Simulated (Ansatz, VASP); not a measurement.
# Cross-check of GaP between VASP and Ansatz

Aim: how closely do two programs agree when they are given the same cell, functional and k mesh? The cell is taken from a series of runs on this material, whose earlier steps may have relaxed, scaled, displaced or heated it; both programs get it as it stands.

Main program and level: Ansatz 0.2.0; plane waves, with VASP 6.6.1 beside it; single point at LDA, spin-orbit coupling.

## (1) Set-up

The cell holds 14 atoms: 7 Ga and 7 P. Its edges and angles: a = 3.854 Å, b = 5.450 Å, c = 46.700 Å, α = 90.0°, β = 90.0°, γ = 90.0°. It derives from GaP. Vacuum lies along c.

As a file:

```cif
data_structure
_symmetry_space_group_name_H-M 'P 1'
_symmetry_Int_Tables_number 1
_cell_length_a 3.8541
_cell_length_b 5.4505
_cell_length_c 46.7000
_cell_angle_alpha 90.000
_cell_angle_beta 90.000
_cell_angle_gamma 90.000
_cell_volume 981.01
loop_
_atom_site_label
_atom_site_type_symbol
_atom_site_fract_x
_atom_site_fract_y
_atom_site_fract_z
_atom_site_occupancy
Ga1 Ga 0.00000 0.05741 0.38751 1
Ga2 Ga 0.50000 0.48511 0.41744 1
Ga3 Ga 0.00000 0.98928 0.45975 1
Ga4 Ga 0.50000 0.48702 0.50000 1
Ga5 Ga 0.00000 0.98928 0.54025 1
Ga6 Ga 0.50000 0.48511 0.58256 1
Ga7 Ga 0.00000 0.05741 0.61249 1
P8 P 0.50000 0.26172 0.37437 1
P9 P 0.00000 0.73198 0.41904 1
P10 P 0.50000 0.23848 0.45910 1
P11 P 0.00000 0.73502 0.50000 1
P12 P 0.50000 0.23848 0.54090 1
P13 P 0.00000 0.73198 0.58096 1
P14 P 0.50000 0.26172 0.62563 1
```

## (2) Ansatz: single point, LDA, spin-orbit coupling

Ansatz runs on its fully relativistic PAW (standard-fr) files.

A single point gives forces, pressure and levels at one fixed geometry, so differences don't come from the geometry; what else differs is listed under the comparison.

input.yaml reads:

```yaml
crystal:
  lattice:
    - [3.8540855109, 0.0, 0.0]
    - [0.0, 5.4505, 0.0]
    - [0.0, 0.0, 46.7]
  atoms:
    - { symbol: Ga, position: [0.0, 0.0574055427, 0.387513044] }
    - { symbol: P, position: [0.5, 0.2617160879, 0.3743687915] }
    - { symbol: Ga, position: [0.5, 0.4851142704, 0.4174426372] }
    - { symbol: P, position: [0.0, 0.7319838638, 0.4190356087] }
    - { symbol: Ga, position: [0.0, -0.0107155935, 0.4597507363] }
    - { symbol: P, position: [0.5, 0.2384799374, 0.4591019747] }
    - { symbol: Ga, position: [0.5, 0.487015628, 0.5] }
    - { symbol: P, position: [0.0, 0.7350161543, 0.5] }
    - { symbol: Ga, position: [0.0, -0.0107155935, 0.5402492637] }
    - { symbol: P, position: [0.5, 0.2384799374, 0.5408980253] }
    - { symbol: Ga, position: [0.5, 0.4851142704, 0.5825573628] }
    - { symbol: P, position: [0.0, 0.7319838638, 0.5809643913] }
    - { symbol: Ga, position: [0.0, 0.0574055427, 0.612486956] }
    - { symbol: P, position: [0.5, 0.2617160879, 0.6256312085] }
  periodic: [true, true, false]
kpoints:
  mp_grid: { grid: [6, 4, 1] }
  band_path:
    path: [[0.0, 0.0, 0.0], [0.5, 0.0, 0.0], [0.5, 0.5, 0.0], [0.0, 0.5, 0.0]]
    npoints: 1
hamiltonian:
  xc: lda
scf:
  occupations: { method: fermi_dirac, width: 0.02 }
  n_extra_bands: 16
magnetization:
  noncollinear: true
  spin_orbit: true
output:
  eigenvalues: true
```

Run with:

```bash
$ ansatz run input.yaml --threads 3 --pin off --max-ram 64512MiB --backend cuda --devices 1 --max-vram 24GiB --events-out ev --progress --plain --runs-dir out
```

Numbers of over 12 decimals in the logs are rounded to 6 here.

The log of the run:

```text
scf.n_extra_bands = 16 over 126 filled bands (N_el = 126.0): the run solves 142 bands
GPUs: using 1 of 1 available (devices: 1).
Engine: ansatz 0.2.0, x86_64-unknown-linux-gnu
Pseudopotentials: kind: paw_fr
Pseudopotential: Ga, paw_fr, valence charge 13, recommended cutoff 420 eV (normal), Ga.paw.azcp#standard-fr
Pseudopotential: P, paw_fr, valence charge 5, recommended cutoff 420 eV (normal), P.paw.azcp#standard-fr
Functional definition: SPW92
  exchange = slater_x
  correlation = pw_c
non-collinear run that drives no moment, with spin-orbit: no starting moment large enough to seed its density (crystal.atoms[].spin), no starting occupations that ask for one, no magnetisation constraint and no magnetic field, so the semilocal B_xc is pinned to zero
device memory: the entry about to start is reckoned to put 12.6 GiB on a device that reports 70.7 GiB free (of which the cap on the GPU budget leaves the run 24.0 GiB)
GPU FFT provider: cuFFT
GPU libraries: cuBLAS 13.8.2, cuFFT 12.4.0, cuSOLVER 12.3.4
Crystal: 14 atoms, lattice volume = 981.013 Å³
Basis set: ecut = 420 eV, 19215 PW (Γ)
Bands: 142, of which v1, the nominal top of the filled ones, is band 126 counted from 1 (125 counted from 0)
Symmetry: 4 space group operations + 4 with time reversal
Magnetic group: BNS 25.58 (UNI 156), of the structure as read, at distance tolerance 9.9e-5 Å
k-points: 12 of 24 (time reversal used)
Projection manifold: j_resolved (fully-relativistic pseudo-atomic orbitals)
Non-local potential: Ga, projectors of the file, l = 0: 2, l = 1: 4, l = 2: 6, l = 3: 2
Non-local potential: P, projectors of the file, l = 0: 2, l = 1: 4, l = 2: 4
PAW form: soft (Blöchl's): semilocal exchange-correlation on the pseudo side does not see the compensation charge
PAW frozen core: Ga, regenerated for the run's functional, and the local potential with it (the file was generated under x = pbe(κ = 0.804, μ = 0.219515), c = pbe(β = 0.066725))
PAW frozen core: P, regenerated for the run's functional, and the local potential with it (the file was generated under x = pbe(κ = 0.804, μ = 0.219515), c = pbe(β = 0.066725))
PAW one-centre angular grid: Ga, 590 points (default); XC on 64 Gauss nodes
PAW one-centre angular grid: P, 110 points (default); XC on 64 Gauss nodes
Initial density: superposition of atomic densities (neutral atoms: chi_scale 0, normalization atom)
Initial wavefunctions: pseudopotential atomic-orbital guess
GPU buffer pool allocated for 345600 grid points (all kernels)
GPU transforms: local potential and band sums: pruned to the plane-wave sphere, on 25×40×320
Functional: x = slater, c = lda
SCF iter   1: F=—  HF=-31036.819829 eV  |F-HF|=—  |Δ(HF+E_count)|=         —  Δρ=2.39e-2  dr2=7.69e0  dr2_m=0.00e0 (ungated)  ethr=3.10e-3  |M|=0.00e0 ∫|m|=0.00e0 μB  |m|>n=0.0e0 m-floor=0.0e0 τ_xc=0.0e0  β_m=0.30  ⟨swp⟩=9.4  Hψ=10670  notcnv=0  defer=4
preconditioner: auto → Resta (q_TF=auto, 1.938 Å⁻¹)  ε∞=2.1  [insulator: Δε(μ)=1.624 eV  Ē_g=12.584 eV  σ=0.020 eV  W_gap=1.00  n_scr=104 (ndim 8)  ℏωp=13.3 eV  f_vac=0.678  D(μ)=0.00/eV (n_scr^D=0)  ε∞_Penn≈2.1  vacuum switching on, ρ_ref=1.1e-2 e/Å³]
spin=Noncollinear: Resta preconditioning applied to the charge; magnetization (m_x, m_y, m_z) channels mix plain (no charge-response kernel on spin).
SCF iter   2: F=—  HF=-31034.966439 eV  |F-HF|=—  |Δ(HF+E_count)|=    1.85e0  Δρ=1.53e-2  dr2=2.57e0  dr2_m=0.00e0 (ungated)  ethr=3.10e-3  |M|=0.00e0 ∫|m|=0.00e0 μB  |m|>n=0.0e0 m-floor=0.0e0 τ_xc=0.0e0  β_m=0.49  ⟨swp⟩=2.5  Hψ=2568  notcnv=0  defer=132
SCF iter   3: F=—  HF=-31034.245144 eV  |F-HF|=—  |Δ(HF+E_count)|=   7.21e-1  Δρ=4.12e-3  dr2=1.39e-1  dr2_m=0.00e0 (ungated)  ethr=2.04e-3  |M|=0.00e0 ∫|m|=0.00e0 μB  |m|>n=0.0e0 m-floor=0.0e0 τ_xc=0.0e0  β_m=0.62  ⟨swp⟩=3.2  Hψ=2490  notcnv=0  defer=132
SCF iter   4: F=—  HF=-31034.258183 eV  |F-HF|=—  |Δ(HF+E_count)|=   1.30e-2  Δρ=1.60e-3  dr2=1.64e-1  dr2_m=0.00e0 (ungated)  ethr=1.10e-4  |M|=0.00e0 ∫|m|=0.00e0 μB  |m|>n=0.0e0 m-floor=0.0e0 τ_xc=0.0e0  β_m=0.62  ⟨swp⟩=4.5  Hψ=3610  notcnv=0  defer=132
SCF iter   5: F=—  HF=-31034.238976 eV  |F-HF|=—  |Δ(HF+E_count)|=   1.92e-2  Δρ=6.23e-4  dr2=1.13e-2  dr2_m=0.00e0 (ungated)  ethr=1.10e-4  |M|=0.00e0 ∫|m|=0.00e0 μB  |m|>n=0.0e0 m-floor=0.0e0 τ_xc=0.0e0  β_m=0.60  ⟨swp⟩=3.8  Hψ=2463  notcnv=0  defer=132
SCF iter   6: F=—  HF=-31034.237134 eV  |F-HF|=—  |Δ(HF+E_count)|=   1.84e-3  Δρ=2.37e-4  dr2=7.25e-4  dr2_m=0.00e0 (ungated)  ethr=8.97e-6  |M|=0.00e0 ∫|m|=0.00e0 μB  |m|>n=0.0e0 m-floor=0.0e0 τ_xc=0.0e0  β_m=0.68  ⟨swp⟩=3.0  Hψ=3535  notcnv=0  defer=132
SCF iter   7: F=—  HF=-31034.236995 eV  |F-HF|=—  |Δ(HF+E_count)|=   1.39e-4  Δρ=6.95e-5  dr2=9.17e-5  dr2_m=0.00e0 (ungated)  ethr=5.76e-7  |M|=0.00e0 ∫|m|=0.00e0 μB  |m|>n=0.0e0 m-floor=0.0e0 τ_xc=0.0e0  β_m=0.62  ⟨swp⟩=2.5  Hψ=2440  notcnv=0  defer=132
SCF iter   8: F=—  HF=-31034.236994 eV  |F-HF|=—  |Δ(HF+E_count)|=   1.15e-6  Δρ=2.60e-5  dr2=6.94e-6  dr2_m=0.00e0 (ungated)  ethr=7.27e-8  |M|=0.00e0 ∫|m|=0.00e0 μB  |m|>n=0.0e0 m-floor=0.0e0 τ_xc=0.0e0  β_m=0.69  ⟨swp⟩=2.2  Hψ=3345  notcnv=0  defer=132
SCF iter   9: F=—  HF=-31034.236993 eV  |F-HF|=—  |Δ(HF+E_count)|=   8.42e-7  Δρ=1.73e-5  dr2=1.55e-6  dr2_m=0.00e0 (ungated)  ethr=5.51e-9  |M|=0.00e0 ∫|m|=0.00e0 μB  |m|>n=0.0e0 m-floor=0.0e0 τ_xc=0.0e0  β_m=0.68  ⟨swp⟩=2.9  Hψ=3446  notcnv=0  defer=132
SCF iter  10: F=—  HF=-31034.236993 eV  |F-HF|=—  |Δ(HF+E_count)|=   1.26e-7  Δρ=4.32e-6  dr2=2.25e-7  dr2_m=0.00e0 (ungated)  ethr=1.23e-9  |M|=0.00e0 ∫|m|=0.00e0 μB  |m|>n=0.0e0 m-floor=0.0e0 τ_xc=0.0e0  β_m=0.67  ⟨swp⟩=2.9  Hψ=4330  notcnv=0  defer=132
SCF iter  11: F=-31034.236993 eV  HF=-31034.236993 eV  |F-HF|=2.14e-8  |Δ(HF+E_count)|=   1.70e-8  Δρ=1.58e-6  dr2=2.46e-8  dr2_m=0.00e0 (ungated)  ethr=7.94e-11  |M|=0.00e0 ∫|m|=0.00e0 μB  |m|>n=0.0e0 m-floor=0.0e0 τ_xc=0.0e0  ⟨swp⟩=16.3  Hψ=7927  notcnv=0
SCF 1 converged in 11 iterations: F = -31034.236993 eV  dr2 = 2.46e-8
  greatest PAW one-centre occupation: 0.995 electrons in one spin orbital (limit 2), on the Ga atom at site 12 (counted from 0), in its partial waves of l = 2
concurrent solve slots: 2 of 3 are kept, ahead of what memory takes: no pass of the eigensolver takes more rounds on 2
device memory: the entry about to start is reckoned to put 5.3 GiB on a device that reports 70.7 GiB free (of which the cap on the GPU budget leaves the run 24.0 GiB)
NSCF: frozen V_eff on 4 k-points
SCF converged after 11 iterations
Magnetization: |M| = 0.0000 μB,  M = (+0.0000, +0.0000, +0.0000) μB
Absolute magnetization: 0.0000 μB (∫|m|)
  site 0: m = (+0.0000, +0.0000, +0.0000) μB, |m| = 0.0000 μB  (R = 0.95 Å)
  site 1: m = (+0.0000, +0.0000, +0.0000) μB, |m| = 0.0000 μB  (R = 0.95 Å)
  site 2: m = (+0.0000, +0.0000, +0.0000) μB, |m| = 0.0000 μB  (R = 0.97 Å)
  site 3: m = (+0.0000, +0.0000, +0.0000) μB, |m| = 0.0000 μB  (R = 0.95 Å)
  site 4: m = (+0.0000, +0.0000, +0.0000) μB, |m| = 0.0000 μB  (R = 0.96 Å)
  site 5: m = (+0.0000, +0.0000, +0.0000) μB, |m| = 0.0000 μB  (R = 0.97 Å)
  site 6: m = (+0.0000, +0.0000, +0.0000) μB, |m| = 0.0000 μB  (R = 0.97 Å)
  site 7: m = (+0.0000, +0.0000, +0.0000) μB, |m| = 0.0000 μB  (R = 0.96 Å)
  site 8: m = (+0.0000, +0.0000, +0.0000) μB, |m| = 0.0000 μB  (R = 0.96 Å)
  site 9: m = (+0.0000, +0.0000, +0.0000) μB, |m| = 0.0000 μB  (R = 0.97 Å)
  site 10: m = (+0.0000, +0.0000, +0.0000) μB, |m| = 0.0000 μB  (R = 0.97 Å)
  site 11: m = (+0.0000, +0.0000, +0.0000) μB, |m| = 0.0000 μB  (R = 0.95 Å)
  site 12: m = (+0.0000, +0.0000, +0.0000) μB, |m| = 0.0000 μB  (R = 0.95 Å)
  site 13: m = (+0.0000, +0.0000, +0.0000) μB, |m| = 0.0000 μB  (R = 0.95 Å)
Free energy (F): -31034.236993 eV
Harris-Foulkes:  -31034.236993 eV  (|F-HF|=2.14e-8)
Internal energy: -31034.236993 eV  (E = F + TS)
E sigma→0 (E₀):  -31034.236993 eV
Fermi energy:    -5.115044 eV
--- Per-component energies (eV) ---
  E_band       = -1997.382672
  E_kinetic    = 1304.444603
  E_local      = -520474.432330  (includes V_loc(G=0)·N_el)
  E_nonlocal   = 3233.421156
  E_hartree    = 258862.825429
  E_xc         = -909.060469
  E_vxc        = -835.060954  (∫ρ·V_xc dr)
  E_paw        = -17169.211891  (= ΣΔE_a)
  E_vpaw       = -2951.398481  (= ΣTr[D̂ρ^β])
  E_aug_tail   = -0.000814  (compensation charges beyond the density's cutoff)
  E_ewald      = 244104.817829
  E_core_change = 12.959492  (= ΣΔE_core)
  E_smearing   = -0.000000  (= −TS)
  E_closure    = -0.000000  (closes the sum)
  Σ components = -31034.236993   (vs F -31034.236993, Δ=0.00e0)
--- Band table (eV; the first three rows and the last of 12) ---
[... rows of the band table ...]
```

[end of part 1 of 2]

[Lines on the potential files, build, host, timing and source positions are cut from VASP's logs without a mark.]

[Logs are printed without paths, hosts, clocks, repeated set-up lines and the standing remarks that a program may print on its own settings, such as how far it seeks lower states.]

[Hosts, paths, dates, database ids (printed as entryN), source tags and the programs' standing remarks are cut or masked in the printed files.]
